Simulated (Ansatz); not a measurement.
One input, then a changed one: Yb (sc type)

First run: DFT, PBE, PAW with Ansatz's default frozen-core files, scalar-relativistic (Ansatz 0.2.0).

Command: `ansatz run input.yaml --threads 1 --pin off --max-ram 3072MiB --backend cpu --events-out ev --progress --plain --runs-dir out` It took 1.1 s on 1 thread of Arm Neoverse V1, with other jobs on the host, peak memory 0.26 GiB.

```yaml
crystal:
  lattice:
    - [2.4986670421, 0.0, 0.0]
    - [0.0, 2.4986670421, 0.0]
    - [0.0, 0.0, 2.4986670421]
  atoms:
    - { symbol: Yb, position: [0.0, 0.0, 0.0] }
kpoints:
  mp_grid: { grid: [13, 13, 13] }
scf:
  occupations: { method: fermi_dirac, width: 0.1 }
hamiltonian:
  xc: pbe
  pseudopotentials: { kind: paw }
output:
  forces: true
  stress: true
  eigenvalues: true
basis:
  ecutwfc: 250
```

The cell comes from a relaxation on PAW files under the same functional, begun from a prototype that needn't be the stable phase.

This run: volume at 0.4 of the series' base cell, ecut 250.

It converges in 6 SCF iterations at a pressure of 81.7 GPa, cutoff 250 eV.

The input is then changed:

```diff
   pseudopotentials: { kind: paw }
+  dispersion: d3bj
 output:
   eigenvalues: true
+  write_density: true
+  write_potential: true
+  elf: true
+  volumetric_format: npy
 basis:
```

Question: What does the second run give?

Answer: It converges in 6 SCF iterations at a pressure of 74.0 GPa, cutoff 250 eV. More than one line changes, and not each need have an effect. Results part of its log:
```
Warning: basis.ecutwfc = 250 eV is below the records' recommended 420 eV, and the density's cutoff is lower with it unless basis.ecutrho_ratio is high enough to keep the records' density cutoff: compare with a run at a higher cutoff
SCF 1 converged in 6 iterations: F = -13791.329346 eV  dr2 = 9.81e-8
  greatest PAW one-centre occupation: 0.997 electrons in one spin orbital (limit 2), on the Yb atom at site 0 (counted from 0), in its partial waves of l = 0
SCF converged after 6 iterations
Free energy (F): -13791.329346 eV
Harris-Foulkes:  -13791.329346 eV  (|F-HF|=1.32e-7)
Internal energy: -13791.307704 eV  (E = F + TS)
E sigma→0 (E₀):  -13791.318525 eV
Entropy (-TS):   -0.021641 eV (-21.641 meV/atom)
Fermi energy:    25.554150 eV
--- Per-component energies (eV) ---
  E_band       = 342.392349
  E_kinetic    = 378.674045
  E_local      = -4530.028401  (includes V_loc(G=0)·N_el)
  E_nonlocal   = 590.969898
  E_hartree    = 2044.258476
  E_xc         = -171.432112
  E_vxc        = -214.376871  (∫ρ·V_xc dr)
  E_paw        = -7393.895092  (= ΣΔE_a)
  E_vpaw       = 28.665075  (= ΣTr[D̂ρ^β])
  E_aug_tail   = 0.000015  (compensation charges beyond the density's cutoff)
  E_ewald      = -4709.130994
  E_disp       = -0.723538  (pairwise vdW)
  E_smearing   = -0.021641  (= −TS)
  E_closure    = 0.000000  (closes the sum)
  Σ components = -13791.329346   (vs F -13791.329346, Δ=0.00e0)
--- Forces (eV/Å), atoms counted from 1 ---
  atom   1  Yb    -0.00000000    -0.00000000     0.00000000
  max |Σ_I F_I| component: 4.93e-32 eV/Å
--- Stress (GPa, compression-positive) ---
       74.047728       0.000000       0.000000
        0.000000      74.047728       0.000000
        0.000000       0.000000      74.047728
  P = ⅓ Tr σ = 74.0477 GPa (740.477 kbar)
--- Band table (eV; the first three rows and the last of 84) ---
  k-point 0: bands = ["-26.5784", "3.4722", "3.4722", "3.4722", "20.1739", "23.9316", "23.9316", "23.9316", "24.1207", "24.1207", "24.1207", "24.3433", "24.7121", "24.7121", "39.4234", "39.4234"]
  k-point 1: bands = ["-26.5470", "3.1478", "3.4996", "3.4996", "20.4787", "23.8855", "23.9616", "23.9616", "24.0414", "24.1395", "24.1395", "24.3374", "24.8339", "25.2483", "38.5770", "38.5770"]
  k-point 2: bands = ["-26.4595", "2.2665", "3.5761", "3.5761", "21.2075", "23.7876", "23.8870", "23.9628", "23.9628", "24.1425", "24.1425", "24.3035", "25.1336", "26.4737", "36.8533", "36.8533"]
  k-point 83: bands = ["-24.9759", "0.5079", "0.5263", "0.5263", "23.4674", "23.8410", "23.8410", "23.8820", "24.0775", "24.0775", "24.2796", "24.3095", "24.5012", "24.5012", "33.8122", "43.7432"]
```
